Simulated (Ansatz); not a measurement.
Bands of CoO

```
Co O
1.0
    -1.50800    1.50800    2.10725
     1.50800   -1.50800    2.10725
     1.50800    1.50800   -2.10725
Co O
1 1
Direct
  0.00000 0.00000 0.00000
  0.50000 0.50000 0.00000
```

Atoms are numbered in the order listed.

The cell is COD entry 1528838, as deposited and not checked against the literature; nothing was relaxed.

Semilocal functionals without U often leave such compounds metallic or with too small a gap, and the real magnetic order may differ.

The magnetic state is the one reached from the start moments; no search over orders was made, so it needn't be the ground state.

Level of theory: DFT, PBE, all-electron LAPW, scalar-relativistic in Ansatz 0.2.0.

The runs use a Γ-centred 13×13×15 k mesh, Fermi–Dirac smearing of 0.03 eV, basis error target 1 meV/atom, spin-polarised from start moments Co1 2 μB, ending with a cell moment of 2.93 μB; this mesh doesn't keep the crystal's whole symmetry, which leaves small spurious terms.

Points in fractions of the reciprocal vectors of this cell: Γ (0, 0, 0), X (0, 0, 0.5), P (0.25, 0.25, 0.25), N (0, 0.5, 0), M (0.5, 0.5, -0.5), S (0.378, 0.622, -0.378), S0 (-0.378, 0.378, 0.378). The path joins them by straight lines in the order Γ–X–P–N–Γ–M–S–S0–Γ; legs that retrace an earlier one aren't tabulated. Energies are in eV from the Fermi level.

(1) Is there a gap?

(2) List the levels between -14 and 8 eV at the symmetry points.

Answers

(1) None at this level of theory (metallic, semimetallic, or a small gap that the functional closes).

(2) 
Γ spin-up: -3.33, -3.31, -3.23, -3.18 (×2), -3.16 (×2), -2.98, 0.97
Γ spin-down: -2.68, -2.62 (×2), -1.13 (×2), -1.11, 0.07, 0.14, 1.52
X spin-up: -6.91, -4.45, -4.36, -4.01, -2.98, -2.44, -2.11, -1.99, 5.83
X spin-down: -6.50, -3.94, -3.84, -2.27, 0.09, 0.16, 0.56, 1.08, 6.69
P spin-up: -6.25 (×2), -6.23, -2.57, -2.29 (×2), -1.99, -1.37
P spin-down: -5.69 (×2), -5.19, -0.34 (×2), 0.09, 0.98, 1.66
N spin-up: -8.25, -6.12, -6.07, -2.40, -2.33, -1.80, 0.06, 0.13, 5.01
N spin-down: -7.70, -4.73, -4.68, -0.15, -0.10, 0.18, 2.76, 2.79, 5.30
M spin-up: -6.90, -4.45 (×2), -3.89, -2.93, -2.45, -2.12 (×2), 5.84
M spin-down: -6.49, -3.93 (×2), -2.30, 0.14 (×2), 0.65, 1.03, 6.70
S spin-up: -6.61, -6.34, -5.46, -2.94, -2.24, -2.07, -2.00, -1.39, 7.34
S spin-down: -6.12, -5.66, -4.34, -1.10, -0.01, 0.15, 1.17, 1.65
S0 spin-up: -6.61, -6.34, -5.46, -2.94, -2.24, -2.07, -2.00, -1.39, 7.34
S0 spin-down: -6.12, -5.66, -4.34, -1.10, -0.01, 0.15, 1.17, 1.65
